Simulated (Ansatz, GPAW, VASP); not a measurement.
ZnCu: programs and potentials compared

```
CELL_PARAMETERS angstrom
2.94500 0.00000 0.00000
0.00000 2.94500 0.00000
0.00000 0.00000 2.94500
ATOMIC_POSITIONS crystal
Zn 0.50000 0.50000 0.50000
Cu 0.00000 0.00000 0.00000
```

Alike in all runs: task single point; functional PBE; k mesh 9 × 9 × 9; occupations gaussian, width 0.1 eV; no spin polarisation; no spin-orbit coupling. Pressure is positive in compression and, in plane waves, holds the error of the finite cutoff.

| program and potentials | plane-wave cutoff (eV) | notes | pressure (GPa) |
| --- | --- | --- | --- |
| GPAW, GPAW PAW data sets (gpaw-data 1.2.1) | 600 | - | 2.85 |
| VASP, PBE PAW files Cu_GW, Zn_GW, 550 eV | 550 | - | 2.17 |
| Ansatz, all-electron LAPW, scalar-relativistic | - | - | ? |

**Question.** Estimate from the other rows what the run with Ansatz, all-electron LAPW, scalar-relativistic gave.

**Answer.** Pressure 2.52 GPa. The other rows, which needn't bracket it: pressure 2.17 to 2.85.
